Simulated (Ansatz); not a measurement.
# PbS, space group Amm2: band-curvature effective masses by finite differences

Computed with the Ansatz DFT code, driven from Python.

Run as a notebook:

**Cell 1**
```python
import ansatz as az
import numpy as np
```

**Cell 2**
```python
vectors = np.array([
    [4.06993, 0.0, 0.0],
    [0.0, 5.68982, 5.5736],
    [0.0, -5.68982, 5.5736],
])
cell = (
    az.Lattice.of(vectors)
    .atom('Pb', (0.0, 0.66311, 0.33915))
    .atom('Pb', (0.0, 0.33915, 0.66311))
    .atom('Pb', (0.5, 0.13739, 0.13739))
    .atom('Pb', (0.0, 0.82373, 0.82373))
    .atom('S', (0.5, 0.77482, 0.11785))
    .atom('S', (0.5, 0.11785, 0.77482))
    .atom('S', (0.0, 0.3109, 0.3109))
    .atom('S', (0.5, 0.63725, 0.63725))
)
```

**Cell 3**
```python
cell.resolved().tree()['lattice']
```
Output:
```text
((4.06993, 0.0, 0.0), (0.0, 5.68982, 5.5736), (0.0, -5.68982, 5.5736))
```

**Cell 4**
```python
calculation = (
    cell.calculation()
    .basis(420)
    .kpoints(6, 4, 4)
    .functional(az.Functional.PBESOL)
    .occupations('fixed')
)
# step 1: where the edges lie on the mesh
out = calculation.band_table().run()
r = out.report

sorted(key for key in r if key.endswith('_ev'))
```
Output:
```text
['band_edges_ev', 'eigenvalues_ev', 'energy_sigma0_ev', 'entropy_ts_ev', 'fermi_energy_ev',
 'free_energy_ev', 'gap_by_band_count_ev', 'harris_foulkes_ev', 'internal_energy_ev',
 'lagrangian_ev', 'lagrangian_sigma0_ev', 'loop_fermi_energy_ev', 'occupations_fermi_energy_ev',
 'residual_norms_ev']
```

**Cell 5**
```python
[(site.symbol, site.position_frac.round(4).tolist()) for site in out.lattice.sites]
```
Output:
```text
[(<Element.PB: 'Pb'>, [0.0, 0.6631, 0.3392]), (<Element.PB: 'Pb'>, [0.0, 0.3392, 0.6631]),
 (<Element.PB: 'Pb'>, [0.5, 0.1374, 0.1374]), (<Element.PB: 'Pb'>, [0.0, 0.8237, 0.8237]),
 (<Element.S: 'S'>, [0.5, 0.7748, 0.1178]), (<Element.S: 'S'>, [0.5, 0.1178, 0.7748]),
 (<Element.S: 'S'>, [0.0, 0.3109, 0.3109]), (<Element.S: 'S'>, [0.5, 0.6372, 0.6372])]
```

**Cell 6**
```python
r['n_electrons']
```
Output:
```text
80.0
```

**Cell 7**
```python
levels = np.array(r['eigenvalues_ev'])
filled = round(r['n_electrons'] / 2)
edges = {'top filled band': (filled - 1, levels[:, filled - 1].argmax()), 'lowest empty band': (filled, levels[:, filled].argmin())}
gap = levels[:, filled].min() - levels[:, filled - 1].max()
print(f'gap on the mesh {gap:.3f} eV')
if gap <= 0.05:
    print('no gap: band-edge masses have no meaning here')
    edges = {}
reciprocal = 2 * np.pi * np.linalg.inv(out.lattice.cell_ang).T
step = 0.02  # 1/A
```
Output:
```text
gap on the mesh 0.458 eV
```

**Cell 8**
```python
# second differences give the curvature tensor; masses are hbar^2/m_e = 7.61996 eV A^2 over its eigenvalues
pairs = [(0, 1), (0, 2), (1, 2)]
moves = [sign * axis for axis in np.eye(3) for sign in (-1, 1)]
moves += [s1 * np.eye(3)[i] + s2 * np.eye(3)[j] for i, j in pairs for s1 in (1, -1) for s2 in (1, -1)]
for name, (band, index) in edges.items():
    together = int(np.sum(np.abs(levels[index] - levels[index, band]) < 2e-3))
    print(name, 'at k =', np.round(r['kpoints_frac'][index], 4), f'E = {levels[index, band]:.4f} eV, degeneracy {together}')
    centre = np.array(r['kpoints_frac'][index]) @ reciprocal
    points = [centre] + [centre + step * move for move in moves]
    table = calculation.band_structure(points, intervals=1, cartesian=True).run().band_structure().channels[0].eigenvalues_ev
    if together > 1:
        level = np.flatnonzero(np.abs(levels[index] - levels[index, band]) < 2e-3)
        along = (table[1, level] + table[2, level] - 2 * table[0, level]) / step ** 2
        print('  degenerate level, no single mass tensor; masses of its branches along x:', np.round(7.61996 / along, 3), 'm_e')
        continue
    e = table[:, band]
    hessian = np.diag((e[1:7:2] + e[2:7:2] - 2 * e[0]) / step ** 2)
    for (i, j), (pp, pm, mp, mm) in zip(pairs, e[7:].reshape(3, 4)):
        hessian[i, j] = hessian[j, i] = (pp - pm - mp + mm) / (4 * step ** 2)
    curvatures, axes = np.linalg.eigh(hessian)
    slope = (e[2:7:2] - e[1:7:2]) / (2 * step)
    print('  slope (eV A):', np.round(slope, 3) + 0.0, '' if np.abs(slope).max() < 0.05 else '- no extremum here, so these are local curvatures and no band-edge masses')
    for curvature, axis in zip(curvatures, axes.T):
        print(f'  principal mass {7.61996 / curvature:8.3f} m_e along', np.round(axis, 2) + 0.0)
```
Output:
```text
top filled band at k = [-0.5  0.   0. ] E = 5.7717 eV, degeneracy 1
  slope (eV A): [0. 0. 0.]
  principal mass   -0.166 m_e along [-1.  0.  0.]
  principal mass   -0.243 m_e along [0. 1. 0.]
  principal mass   -0.263 m_e along [ 0.  0. -1.]
lowest empty band at k = [-0.5   0.25 -0.25] E = 6.2299 eV, degeneracy 1
  slope (eV A): [0.    0.556 0.   ] - no extremum here, so these are local curvatures and no band-edge masses
  principal mass    0.864 m_e along [ 0. -1.  0.]
  principal mass    0.754 m_e along [0. 0. 1.]
  principal mass    0.409 m_e along [-1.  0.  0.]
```

Notes:
- Spin-orbit coupling, left out here, can change this gap by several tenths of an eV, and inverted bands can meet off the mesh.
- The computed bands are complete only to about 2.8 eV above the Fermi level.
- With fixed filling the reported Fermi level is the top filled level among the k-points of the SCF.
- The structure comes from a database of computed cells and needn't be a stable or known phase.
- Gaps and levels are Kohn-Sham values on a finite set of k-points, without spin-orbit coupling.
- The masses are finite-difference curvatures at extrema found on a coarse mesh, which needn't be the true band edges; a step that is long against the gap makes them too heavy. Negative values are curvatures of valence bands (the hole mass is their size). Spin-orbit coupling is left out, and light masses scale with the Kohn-Sham gap.
- Hardware and time: 2.2 min on 1 thread of Arm Neoverse V1, with other jobs on the host, peak memory 0.61 GiB.
